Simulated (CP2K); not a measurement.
MgS under changes of volume

One of the cells (22.740 Å³/atom); the others are scaled copies at fixed shape and fractional positions:

```
S Mg
1.0
     4.00664    0.00000    0.00000
     2.00332    3.46985    0.00000
     2.00332    1.15662    3.27141
S Mg
1 1
Direct
  0.25000 0.25000 0.25000
  0.00000 0.00000 0.00000
```

The cell comes from a database or a generator and needn't be the stable form of this composition.

- Program: CP2K 2026.2
- Functional: PBEsol
- Potentials or basis: POTENTIAL_UZH S GTH-PBE-q6, Mg GTH-PBE-q10; TZVP-MOLOPT-PBE-GTH basis
- Density cutoff: 19048 eV
- k mesh: 8 × 8 × 8
- Occupations: fermi-dirac, width 0.05 eV
- Spin: no spin polarisation

```csv
volume (Å³/atom),energy over the lowest point (meV/atom),pressure (GPa),gap on the mesh (eV)
21.376,27.80,5.3,3.45
21.831,14.85,3.8,3.34
22.285,5.98,2.5,3.24
22.740,1.81,1.2,3.14
23.195,0.00,0.1,3.04
23.650,?,?,?
24.105,5.16,-1.8,2.87
```

Task: What does the run at 23.650 Å³/atom give?

Result: Energy over the lowest point 1.21 meV/atom; pressure -0.9 GPa; gap on the mesh 2.95 eV.

Worked out: A Birch-Murnaghan fit of order 3 (a polynomial in V^(-2/3)) to the other rows has its minimum at 23.19 Å³/atom with B0 = V·E''(V) = 50 GPa (rough, since the energies scatter). It gives 1.47 meV/atom at 23.650 Å³/atom, against the run's 1.21, and -dE/dV = -0.9 GPa, against -0.9. A straight line through the other rows of the gap, of slope -4.84 eV per unit of ln V (its deformation potential), gives 2.95 eV, against the run's 2.95.

Energies are extrapolated to zero smearing.

Caveats: the potentials were made for another functional, which shifts forces and pressure; the basis of atomic orbitals isn't converged, which shifts pressures, moduli and gaps.
